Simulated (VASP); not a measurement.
Input of a VASP 6.6.1 run:

File INCAR:

```
  PREC = Accurate
  ENCUT = 520
  EDIFF = 1E-8
  ISMEAR = 0
  SIGMA = 0.02
  LREAL = F
  LASPH = T
  NELM = 60
  ALGO = Normal
  ISIF = 2
  LWAVE = F
  LCHARG = F
  GGA = PE
  IVDW = 12
  IBRION = 6
  NFREE = 2
  POTIM = 0.015
  NSW = 1
  KPAR = 4
```

The input KPOINTS:

```
Automatic mesh
0
Gamma
  9 9 4
```

The input POSCAR:

```
BN                                      
1.0
    2.5068123860      0.0000000000      0.0000000000
   -1.2534061930      2.1709632040      0.0000000000
    0.0000000000      0.0000000000      6.5855779625
  B               N             
     2     2
Direct
     0.3333333300000021    0.6666666699999979    0.2500000000000000
     0.6666666699999979    0.3333333300000021    0.7500000000000000
     0.3333333300000021    0.6666666699999979    0.7500000000000000
     0.6666666699999979    0.3333333300000021    0.2500000000000000
```

Potentials or basis: VASP PAW PBE potentials, release 64 (B, N).

Launch:

```sh
$ cat potpaw_PBE.64/B/POTCAR potpaw_PBE.64/N/POTCAR > POTCAR
$ mpirun -np 4 vasp_std > vasp.out
```

(1) Estimate the highest phonon frequency at Γ, LO-TO splitting left out.

(2) Estimate the dispersion energy per atom.

Results:

(1) 1351 cm⁻¹.

(2) -0.142 eV.
